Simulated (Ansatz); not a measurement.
**ScAl under pressure**

Computed with DFT r2SCAN, scalar-relativistic, plane waves, PAW in Ansatz 0.2.0. Run with 500 eV cutoff, 12×12×12 k-mesh, Gaussian smearing of 0.10 eV, no spin polarisation.

The relaxed crystal:

```
Sc Al
1.0
     3.36910    0.00000    0.00000
     0.00000    3.36910    0.00000
     0.00000    0.00000    3.36910
Sc Al
1 1
Cartesian
  1.6845 1.6845 1.6845
  0.0000 0.0000 0.0000
```

Cell and atoms are relaxed at each pressure within the symmetry of the start, at zero temperature, so transitions that lower the symmetry aren't seen. The k-mesh given is that at zero pressure and may differ at others. a, b and c are the lengths of the cell vectors above.

```csv
P (GPa),V (Å³/atom),V/V0,a (Å),b (Å),c (Å)
-3,19.91,1.041,3.415,3.415,3.415
0,19.12,1.000,3.369,3.369,3.369
3,18.49,0.967,3.332,3.332,3.332
8,17.61,0.921,3.278,3.278,3.278
15,16.64,0.870,3.217,3.217,3.217
30,15.14,0.792,3.117,3.117,3.117
60,13.25,0.693,2.982,2.982,2.982
```

Task: What bulk modulus and pressure derivative fit these points?

Result: A third-order Birch–Murnaghan fit gives B0 = 83 GPa and B0' = 3.7.